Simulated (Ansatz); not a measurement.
# What moves the pressure of PbSe?

```yaml
crystal:
  lattice:
    - [0.00000, 3.10796, 3.10796]
    - [3.10796, 0.00000, 3.10796]
    - [3.10796, 3.10796, 0.00000]
  atoms:
    - { symbol: Pb, position: [0.00000, 0.00000, 0.00000] }
    - { symbol: Se, position: [0.50000, 0.50000, 0.50000] }
```

Atoms are numbered in the order listed.

The structure comes from a relaxation in the same program, started in the rocksalt type, and has space group Fm-3m. Whether it is a known phase or the ground state wasn't checked.

All numbers below come from Ansatz 0.2.0, DFT, PBE, all-electron LAPW, scalar-relativistic.

Sampling and basis: a Γ-centred 10×10×10 k mesh, Fermi–Dirac smearing of 0.03 eV, basis error target 0.5 meV/atom, no spin polarisation.

Spin–orbit coupling is off unless a change turns it on.

In this reference run the pressure is 0.0 GPa (positive in compression). Each change below is made alone, on the same k mesh, with fractional coordinates held unless an atom is moved; x, y and z are the Cartesian axes.

(1) One change shifts the pressure by -1.1 GPa. Which?
A. xy engineering shear strain of -2 %
B. z strained by +4 % at fixed volume
C. volume scaled by 0.975
D. volume scaled by 1.025

Answers

(1) D. The others give: volume scaled by 0.975, +1.3 GPa; z strained by +4 % at fixed volume, +0.4 GPa; xy engineering shear strain of -2 %, 0.0 GPa.
